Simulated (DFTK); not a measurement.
**Sr under changes of volume**

One of the cells (56.319 Å³/atom); the others are scaled copies at fixed shape and fractional positions:

```
Sr
1.0
     0.00000    3.04235    3.04235
     3.04235    0.00000    3.04235
     3.04235    3.04235    0.00000
Sr
1
Direct
  0.00000 0.00000 0.00000
```

- Program: DFTK 0.8.2
- Functional: PBEsol
- Potentials or basis: dojo.nc.sr.pbesol.v0_4_1.standard.upf (PBEsol)
- Cutoff: 1088 eV
- k mesh: 8 × 8 × 8
- Occupations: fermi-dirac, width 0.05 eV
- Spin: no spin polarisation

```tsv
volume (Å³/atom)	energy over the lowest point (meV/atom)	pressure (GPa)
52.940	0.00	-0.3
54.067	?	?
55.193	7.46	-0.7
56.319	13.40	-0.9
57.446	20.62	-1.1
58.572	28.99	-1.2
59.698	38.40	-1.4
```

What does the run at 54.067 Å³/atom give?

Energy over the lowest point 2.94 meV/atom; pressure -0.5 GPa.

Worked out: A Birch-Murnaghan fit of order 3 (a polynomial in V^(-2/3)) to the other rows has its minimum at 51.67 Å³/atom, just outside them, with B0 = V·E''(V) = 12.8 GPa and B' = 3.8. It gives 2.94 meV/atom at 54.067 Å³/atom, against the run's 2.94, and -dE/dV = -0.5 GPa, against -0.5.

Energies are extrapolated to zero smearing.

Caveats: the minimum lies outside the volumes run.
